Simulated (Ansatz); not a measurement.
## Pd, dhcp: how the functional moves the structure

All rows: Ansatz, plane waves with scalar-relativistic PAW, 420 eV (500 eV for the SCAN forms), relaxed under each functional, no dispersion correction, no zero-point motion. B₀ comes from uniform scaling at fixed shape; a dash is a value not given.

| functional | V (Å³/atom) | cell | B₀ (GPa) | magnetic state | ΔE to fcc (meV/atom) |
| --- | --- | --- | --- | --- | --- |
| PBE | 15.39 | a = 2.784 Å, c = 9.175 Å (c/a = 3.296) | 167 | spin not included | 14 |
| r²SCAN | 15.00 | a = 2.758 Å, c = 9.109 Å (c/a = 3.303) | 183 | ferromagnetic, net 0.42 μB per atom | 13 |
| PBEsol | 14.61 | a = 2.736 Å, c = 9.016 Å (c/a = 3.296) | 203 | spin not included | 17 |
| LDA | 14.20 | a = 2.709 Å, c = 8.934 Å (c/a = 3.298) | 225 | spin not included | 17 |
| revPBE | 15.71 | a = 2.803 Å, c = 9.236 Å (c/a = 3.296) | 152 | spin not included | 13 |
| RPBE | 15.84 | a = 2.810 Å, c = 9.262 Å (c/a = 3.295) | 146 | spin not included | 13 |
| BLYP | 16.41 | a = 2.841 Å, c = 9.387 Å (c/a = 3.304) | 133 | spin not included | 13 |

LDA gives the smallest volume and BLYP the largest.

Real palladium is paramagnetic; a moment here is an artefact of the functional.
